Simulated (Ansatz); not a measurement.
## Ta2N under changes of volume

One of the cells (13.622 Å³/atom); the others are scaled copies at fixed shape and fractional positions:

```
Ta N
1.0
     3.11286    0.00000    0.00000
    -1.55643    2.69582    0.00000
     0.00000    0.00000    4.86984
Ta N
2 1
Direct
  0.33333 0.66667 0.25471
  0.66667 0.33333 0.74529
  0.00000 0.00000 0.00000
```

The cell comes from a database or a generator and needn't be the stable form of this composition.

```yaml
Program: Ansatz 0.2.0
Functional: LDA
Potentials_or_basis: Ansatz PAW
Cutoff: "420 eV (not typed: the program's choice for these potentials)"
k_mesh: 10 × 10 × 6
Occupations: fermi-dirac, width 0.05 eV
Spin: no spin polarisation
```

```csv
volume (Å³/atom),energy over the lowest point (meV/atom),pressure (GPa),largest force (eV/Å)
12.805,0.09,3.5,0.077
13.077,0.00,-3.2,0.212
13.350,10.64,-9.2,0.334
13.622,30.89,-14.5,0.445
13.895,59.72,-19.3,0.546
14.167,?,?,?
14.439,139.60,-27.3,0.722
```

Problem. What does the run at 14.167 Å³/atom give?

Solution. Energy over the lowest point 96.23 meV/atom; pressure -23.5 GPa; largest force 0.638 eV/Å.

Worked out: A Birch-Murnaghan fit of order 3 (a polynomial in V^(-2/3)) to the other rows has its minimum at 12.94 Å³/atom with B0 = V·E''(V) = 316 GPa and B' = 4.2 at fixed shape and positions, which overstates the stiffness. It gives 96.23 meV/atom at 14.167 Å³/atom, against the run's 96.23, and -dE/dV = -23.6 GPa, against -23.5.

Energies are extrapolated to zero smearing.

Caveats: the PAW data sets come from PBE, with cores solved anew for the run's functional, which leaves a small shift of forces and pressure.
